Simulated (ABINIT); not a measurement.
# C (Fd-3m) in ABINIT: a series of runs

The runs below take C through single point, relaxation of cell and atoms, with LDA, PBEsol.

Program: ABINIT 10.8.3 (patched build). These are calculated values, not measurements. Logs are shortened: lines on timing, memory, paths and dates and some standing lists are left out, and cuts for length are marked. The log counts tension as positive stress, the text compression.

**1. The structure**

Symmetry: Fd-3m, No. 227, cubic system. The conventional cell has a = 3.567 Å, b = 3.567 Å, c = 3.567 Å, α = 90.00°, β = 90.00°, γ = 90.00°. C (site symmetry -43m) is surrounded by 4 C at 1.54 Å.

This isn't the form of C at room conditions, which is graphite.

**2. Single point, LDA (cell relaxed)**

File run.abi:

```
# Pseudopotentials
pp_dirpath "./"
pseudos "C.hgh"

# Structure
acell 2.499215178 2.499215178 2.499215178 Angstrom
rprim
     0.0000000000     0.7071067812     0.7071067812
     0.7071067812     0.0000000000     0.7071067812
     0.7071067812     0.7071067812     0.0000000000
ntypat 1
znucl 6
natom 2
typat 1 1
xcart
     2.6508180000     2.6508180000     2.6508180000
     1.7672120000     1.7672120000     1.7672120000 Angstrom
chkprim 0
chksymtnons 0
tolsym 1.0e-6

# Plane-wave basis
ecut 1088.455450 eV

# k points
kptopt 1
ngkpt 10 10 10
nshiftk 1
shiftk 0.0 0.0 0.0

# Exchange and correlation
ixc 7

# Bands and occupations
nband 8
occopt 3
tsmear 0.00183747

# SCF cycle
nstep 100
tolvrs 1.0e-10

# Output
iomode 3
prtwf 0
prtden 0
prteig 0
prtebands 0
```

Potentials or basis: HGH LDA.

Command:

```console
$ mpirun --bind-to none -np 4 abinit run.abi > log 2>&1
```

run.abo:

```text
.Version 10.8.3 of ABINIT
 Symmetries : space group Fd -3 m (#227); Bravais cF (face-center cubic)
================================================================================
 Values of the parameters that define the memory need of the present run
     intxc =       0    ionmov =       0      iscf =       7    lmnmax =       1
     lnmax =       1     mgfft =      30  mpssoang =       2    mqgrid =    3001
     natom =       2  nloc_mem =       1    nspden =       1   nspinor =       1
    nsppol =       1      nsym =      48    n1xccc =       0    ntypat =       1
    occopt =       3   xclevel =       1
       mpw =         914          nfft =       27000          nkpt =          47
================================================================================
================================================================================

--------------------------------------------------------------------------------
------------- Echo of variables that govern the present computation ------------
--------------------------------------------------------------------------------
 -outvars: echo values of preprocessed input variables --------
            acell      4.7228322161E+00  4.7228322161E+00  4.7228322161E+00 Bohr
              amu      1.20110000E+01
          chkprim           0
      chksymtnons           0
             ecut      4.00000000E+01 Hartree
              ixc           7
         kptrlatt       10    0    0      0   10    0      0    0   10
          kptrlen      4.72283222E+01
            natom           2
            nband           8
            ngfft          30      30      30
             nkpt          47
            nstep         100
             nsym          48
           ntypat           1
           occopt           3
           prtden           0
        prtebands           0
           prteig           0
            prtwf           0
            rprim      0.0000000000E+00  7.0710678120E-01  7.0710678120E-01
                       7.0710678120E-01  0.0000000000E+00  7.0710678120E-01
                       7.0710678120E-01  7.0710678120E-01  0.0000000000E+00
          spgroup         227
           tolsym      1.00000000E-06
           tolvrs      1.00000000E-10
           tsmear      1.83747000E-03 Hartree
            typat      1  1
           xangst      2.6508180000E+00  2.6508180000E+00  2.6508180000E+00
                       1.7672120000E+00  1.7672120000E+00  1.7672120000E+00
            xcart      5.0093200296E+00  5.0093200296E+00  5.0093200296E+00
                       3.3395466864E+00  3.3395466864E+00  3.3395466864E+00
             xred      7.4999999999E-01  7.4999999999E-01  7.4999999999E-01
                       4.9999999999E-01  4.9999999999E-01  4.9999999999E-01
            znucl        6.00000

================================================================================

 chkinp: Checking input parameters for consistency.

================================================================================
== DATASET  1 ==================================================================

--- !DatasetInfo
iteration_state: {dtset: 1, }
dimensions: {natom: 2, nkpt: 47, mband: 8, nsppol: 1, nspinor: 1, nspden: 1, mpw: 914, }
cutoff_energies: {ecut:  40.0, pawecutdg:  -1.0, }
electrons: {nelect:   8.00000000E+00, charge:   0.00000000E+00, occopt:   3.00000000E+00, tsmear:   1.83747000E-03, }
meta: {optdriver: 0, ionmov: 0, optcell: 0, iscf: 7, paral_kgb: 0, }
...

 Exchange-correlation functional for the present dataset will be:
  LDA: Perdew-Wang 92 LSD fit to Ceperley-Alder data - ixc=7
  J.P.Perdew and Y.Wang, PRB 45, 13244 (1992)

 Real(R)+Recip(G) space primitive vectors, cartesian coordinates (Bohr,Bohr^-1):
 R(1)=  0.0000000  3.3395467  3.3395467  G(1)= -0.1497209  0.1497209  0.1497209
 R(2)=  3.3395467  0.0000000  3.3395467  G(2)=  0.1497209 -0.1497209  0.1497209
 R(3)=  3.3395467  3.3395467  0.0000000  G(3)=  0.1497209  0.1497209 -0.1497209
 Unit cell volume ucvol=  7.4489070E+01 bohr^3
 Angles (23,13,12)=  6.00000000E+01  6.00000000E+01  6.00000000E+01 degrees

 getcut: wavevector=  0.0000  0.0000  0.0000  ngfft=  30  30  30
         ecut(hartree)=     40.000   => boxcut(ratio)=   2.23360

 getcut : COMMENT -
  Note that boxcut > 2.2 ; recall that boxcut=Gcut(box)/Gcut(sphere) = 2
  is sufficient for exact treatment of convolution.
  Such a large boxcut is a waste : you could raise ecut
  e.g. ecut=   49.889742 Hartrees makes boxcut=2

--- Pseudopotential description ------------------------------------------------
- pspini: atom type   1  psp file is ./C.hgh
    3    1    1    0      2001   0.00000      pspcod,pspxc,lmax,lloc,mmax,r2well

 pspatm : COMMENT -
  the projectors are not normalized,
  so that the KB energies are not consistent with
  definition in PRB44, 8503 (1991).
  However, this does not influence the results obtained hereafter.

  -2.71515907E+00                                ecore*ucvol(ha*bohr**3)
--------------------------------------------------------------------------------

================================================================================

--- !BeginCycle
iteration_state: {dtset: 1, }
solver: {iscf: 7, nstep: 100, nline: 4, wfoptalg: 0, }
tolerances: {tolvrs: 1.00E-10, }
...

     iter   Etot(hartree)      deltaE(h)  residm     vres2
 ETOT  1  -11.401998681362    -1.140E+01 2.059E-01 8.350E+01
 ETOT  2  -11.420496413099    -1.850E-02 6.393E-03 2.040E-01
 ETOT  3  -11.420506852753    -1.044E-05 5.157E-04 6.753E-03
 ETOT  4  -11.420507248019    -3.953E-07 3.452E-05 2.539E-06
 ETOT  5  -11.420507248286    -2.673E-10 2.143E-06 7.626E-09
 ETOT  6  -11.420507248287    -8.598E-13 2.869E-07 9.452E-12

 At SCF step    6       vres2   =  9.45E-12 < tolvrs=  1.00E-10 =>converged.

 Cartesian components of stress tensor (hartree/bohr^3)
  sigma(1 1)=  3.99190336E-04  sigma(3 2)=  0.00000000E+00
  sigma(2 2)=  3.99190336E-04  sigma(3 1)=  0.00000000E+00
  sigma(3 3)=  3.99190336E-04  sigma(2 1)=  0.00000000E+00

--- !ResultsGS
iteration_state: {dtset: 1, }
comment   : Summary of ground state results
lattice_vectors:
- [  0.0000000,   3.3395467,   3.3395467, ]
- [  3.3395467,   0.0000000,   3.3395467, ]
- [  3.3395467,   3.3395467,   0.0000000, ]
lattice_lengths: [   4.72283,    4.72283,    4.72283, ]
lattice_angles: [ 60.000,  60.000,  60.000, ] # degrees, (23, 13, 12)
lattice_volume:   7.4489070E+01
convergence: {deltae: -8.598E-13, res2:  9.452E-12, residm:  2.869E-07, diffor: null, }
etotal    :  -1.14205072E+01
entropy   :   0.00000000E+00
fermie    :   6.11498619E-01
cartesian_stress_tensor: # hartree/bohr^3
- [  3.99190336E-04,   0.00000000E+00,   0.00000000E+00, ]
- [  0.00000000E+00,   3.99190336E-04,   0.00000000E+00, ]
- [  0.00000000E+00,   0.00000000E+00,   3.99190336E-04, ]
pressure_GPa:  -1.1745E+01
xred      :
- [  7.5000E-01,   7.5000E-01,   7.5000E-01,  C]
- [  5.0000E-01,   5.0000E-01,   5.0000E-01,  C]
cartesian_forces: # hartree/bohr
- [ -0.00000000E+00,  -0.00000000E+00,  -0.00000000E+00, ]
- [ -0.00000000E+00,  -0.00000000E+00,  -0.00000000E+00, ]
force_length_stats: {min:   0.00000000E+00, max:   0.00000000E+00, mean:   0.00000000E+00, }
...

 Integrated electronic density in atomic spheres:
 ------------------------------------------------
 Atom  Sphere_radius  Integrated_density
    1        2.00000          4.74356285
    2        2.00000          4.75792639
================================================================================

 ----iterations are completed or convergence reached----

 Mean square residual over all n,k,spin=   92.821E-11; max=  28.691E-08
 reduced coordinates (array xred) for    2 atoms
       0.749999999985      0.749999999985      0.749999999985
       0.499999999985      0.499999999985      0.499999999985
 rms dE/dt=  0.0000E+00; max dE/dt=  0.0000E+00; dE/dt below (all hartree)
    1       0.000000000000      0.000000000000      0.000000000000
    2       0.000000000000      0.000000000000      0.000000000000

 cartesian coordinates (angstrom) at end:
    1      2.65081800001044     2.65081800001044     2.65081800001044
    2      1.76721199998956     1.76721199998956     1.76721199998956

 cartesian forces (hartree/bohr) at end:
    1     -0.00000000000000    -0.00000000000000    -0.00000000000000
    2     -0.00000000000000    -0.00000000000000    -0.00000000000000
 frms,max,avg= 0.0000000E+00 0.0000000E+00   0.000E+00  0.000E+00  0.000E+00 h/b

 cartesian forces (eV/Angstrom) at end:
    1     -0.00000000000000    -0.00000000000000    -0.00000000000000
    2     -0.00000000000000    -0.00000000000000    -0.00000000000000
 frms,max,avg= 0.0000000E+00 0.0000000E+00   0.000E+00  0.000E+00  0.000E+00 e/A
 length scales=  4.722832216132  4.722832216132  4.722832216132 bohr
              =  2.499215178000  2.499215178000  2.499215178000 angstroms
 Fermi (or HOMO) energy (hartree) =   0.61150   Average Vxc (hartree)=  -0.49972
 Eigenvalues (hartree) for nkpt=  47  k points:
 kpt#   1, nband=  8, wtk=  0.00100, kpt=  0.0000  0.0000  0.0000 (reduced coord)
  -0.29292    0.50448    0.50448    0.50448    0.71166    0.71166    0.71166    1.02322
      occupation numbers for kpt#   1
   2.00000    2.00000    2.00000    2.00000    0.00000    0.00000    0.00000    0.00000
 prteigrs : prtvol=0 or 1, do not print more k-points.

--- !EnergyTerms
iteration_state     : {dtset: 1, }
comment             : Components of total free energy in Hartree
kinetic             :  8.85085919128609E+00
hartree             :  9.44974175745144E-01
xc                  : -3.55633429738831E+00
Ewald energy        : -1.29042616853914E+01
psp_core            : -3.64504358125353E-02
local_psp           : -5.59539581354000E+00
non_local_psp       :  8.76101616814145E-01
internal            : -1.14205072482869E+01
'-kT*entropy'       : -2.87633899238600E-15
total_energy        : -1.14205072482869E+01
total_energy_eV     : -3.10767833858160E+02
band_energy         :  1.36868555190262E+00
...

 Cartesian components of stress tensor (hartree/bohr^3)
  sigma(1 1)=  3.99190336E-04  sigma(3 2)=  0.00000000E+00
  sigma(2 2)=  3.99190336E-04  sigma(3 1)=  0.00000000E+00
  sigma(3 3)=  3.99190336E-04  sigma(2 1)=  0.00000000E+00

-Cartesian components of stress tensor (GPa)         [Pressure= -1.1745E+01 GPa]
- sigma(1 1)=  1.17445852E+01  sigma(3 2)=  0.00000000E+00
- sigma(2 2)=  1.17445852E+01  sigma(3 1)=  0.00000000E+00
- sigma(3 3)=  1.17445852E+01  sigma(2 1)=  0.00000000E+00

== END DATASET(S) ==============================================================
================================================================================

 -outvars: echo values of variables after computation  --------
            acell      4.7228322161E+00  4.7228322161E+00  4.7228322161E+00 Bohr
           etotal     -1.1420507248E+01
            fcart     -0.0000000000E+00 -0.0000000000E+00 -0.0000000000E+00
                      -0.0000000000E+00 -0.0000000000E+00 -0.0000000000E+00
            rprim      0.0000000000E+00  7.0710678120E-01  7.0710678120E-01
                       7.0710678120E-01  0.0000000000E+00  7.0710678120E-01
                       7.0710678120E-01  7.0710678120E-01  0.0000000000E+00
           strten      3.9919033580E-04  3.9919033580E-04  3.9919033580E-04
                       0.0000000000E+00  0.0000000000E+00  0.0000000000E+00
           xangst      2.6508180000E+00  2.6508180000E+00  2.6508180000E+00
                       1.7672120000E+00  1.7672120000E+00  1.7672120000E+00
             xred      7.4999999999E-01  7.4999999999E-01  7.4999999999E-01
                       4.9999999999E-01  4.9999999999E-01  4.9999999999E-01
 Calculation completed.
```

It took 2.8 s on 4 MPI ranks of Arm Neoverse N1, shared host; peak memory 0.28 GiB.

Results:

```yaml
Free_energy: -310.7678 eV
Band_gap_on_the_k_mesh: 4.21 eV, indirect (least direct gap 5.64 eV)
All_electrons_inside_the_program's_atomic_spheres: C 4.74, 4.76 (radii [1.0584] Å)
```

Caveat: the cutoff is too short for stress, so the log's stress isn't used; HGH potentials are hard and often keep d shells in the core, so these values are rough. A k mesh can miss the band edges.

**3. Relaxation of cell and atoms, PBEsol**

File run.abi:

```
# Pseudopotentials
pp_dirpath "./"
pseudos "C.upf"

# Structure
acell 4.7660140852 4.7660140852 4.7660140852
rprim
     0.0000000000     0.7071067812     0.7071067812
     0.7071067812     0.0000000000     0.7071067812
     0.7071067812     0.7071067812     0.0000000000
ntypat 1
znucl 6
natom 2
typat 1 1
chkprim 0
chksymtnons 0
tolsym 1.0e-6
xred
            3/4            3/4            3/4
            1/2            1/2            1/2

# Plane-wave basis
ecut 41.0
ecutsm 0.5

# k points
kptopt 1
ngkpt 10 10 10
nshiftk 1
shiftk 0.0 0.0 0.0

# Exchange and correlation
ixc -116133

# Bands and occupations
nband 8
occopt 3
tsmear 0.00183747

# SCF cycle
nstep 80
tolvrs 1.0e-12

# Output
iomode 3
prteig 0
prtebands 0
prtwf 0
prtden 0

# Relaxation
ionmov 2
optcell 2
ntime 50
tolmxf 2.0e-5
dilatmx 1.08
```

Potentials or basis: PseudoDojo NC SR PBEsol v0.4.1 standard.

Command:

```console
$ mpirun --bind-to none -np 4 abinit run.abi > log 2>&1
```

Run time: 8.3 s. Hardware: 4 MPI ranks of Arm Neoverse V1, shared host; peak memory 0.24 GiB.

It converged, with:

```yaml
Free_energy: -326.7613 eV
Relaxed_volume: 5.63 Å³/atom
Relaxed_cell: a = 2.516 Å, b = 2.516 Å, c = 2.516 Å, α = 60.00°, β = 60.00°, γ = 60.00°
Space_group_after_relaxing_to_0.05_Å: Fd-3m (No. 227)
Energy_gained_by_relaxing: 0.4 meV/atom
Ionic_steps: 4
Pressure_after_relaxing: 0.0 GPa
Band_gap_on_the_k_mesh: 4.09 eV, indirect (least direct gap 5.58 eV)
```

Step by step:
| step | energy change (eV) | largest force (eV/Å) | pressure (GPa) | volume (Å³) |
| --- | --- | --- | --- | --- |
| 1 | 0.0000 | 0.0000 | -3.04 | 11.34 |
| 2 | -0.0006 | 0.0000 | 1.12 | 11.24 |
| 3 | -0.0007 | 0.0000 | -0.01 | 11.27 |
| 4 | -0.0007 | 0.0000 | 0.00 | 11.27 |

Final structure:
```cif
data_structure
_symmetry_space_group_name_H-M 'P 1'
_symmetry_Int_Tables_number 1
_cell_length_a 2.5163
_cell_length_b 2.5163
_cell_length_c 2.5163
_cell_angle_alpha 60.000
_cell_angle_beta 60.000
_cell_angle_gamma 60.000
_cell_volume 11.27
loop_
_atom_site_label
_atom_site_type_symbol
_atom_site_fract_x
_atom_site_fract_y
_atom_site_fract_z
_atom_site_occupancy
C1 C 0.75000 0.75000 0.75000 1
C2 C 0.50000 0.50000 0.50000 1
```

**4. Single point, PBEsol (cell relaxed)**

File run.abi:

```
# Pseudopotentials
pp_dirpath "./"
pseudos "C.upf"

# Structure
acell 2.5163144907 2.5163144907 2.5163144907 Angstrom
rprim
     0.0000000000     0.7071067812     0.7071067812
     0.7071067812     0.0000000000     0.7071067812
     0.7071067812     0.7071067812     0.0000000000
ntypat 1
znucl 6
natom 2
typat 1 1
xred
     0.7500000000     0.7500000000     0.7500000000
     0.5000000000     0.5000000000     0.5000000000
chkprim 0
chksymtnons 0
tolsym 1.0e-6

# Plane-wave basis
ecut 41.0

# k points
kptopt 1
ngkpt 10 10 10
nshiftk 1
shiftk 0.0 0.0 0.0

# Exchange and correlation
ixc -116133

# Bands and occupations
nband 8
occopt 3
tsmear 0.00183747

# SCF cycle
nstep 100
tolvrs 1.0e-10

# Output
iomode 3
prtwf 0
prteig 0
prtebands 0
prtden 1
prtvha 1
prtvclmb 1
prtpot 1
prtelf 1
```

Command:

```console
$ mpirun --bind-to none -np 4 abinit run.abi > log 2>&1
```

It took 2.8 s on 4 MPI ranks of Arm Neoverse V1, shared host; peak memory 0.28 GiB.

Results (log left out):

* Free energy: -326.7614 eV
* Pressure: -0.2 GPa
* Band gap on the k mesh: 4.09 eV, indirect (least direct gap 5.58 eV)
* All electrons inside the program's atomic spheres: C 4.69, 4.73 (radii [1.0584] Å)

Levels at points of the mesh, in eV from the valence-band top:
```csv
k point,band 2,band 3,band 4,band 5,band 6,band 7
"(0.00, 0.00, 0.00)",0.00,0.00,0.00,5.58,5.58,5.58
"(0.50, 0.00, 0.00)",-13.57,-2.84,-2.84,8.46,8.46,8.96
"(0.50, 0.50, 0.00)",-12.85,-6.40,-6.40,4.66,4.66,16.89
```

A k mesh can miss the band edges.

**5. How close it comes**

Step 3. The cell as given is a measured one (5.67 Å³/atom); PBEsol puts the equilibrium volume -0.7 % from it, thermal expansion not counted.
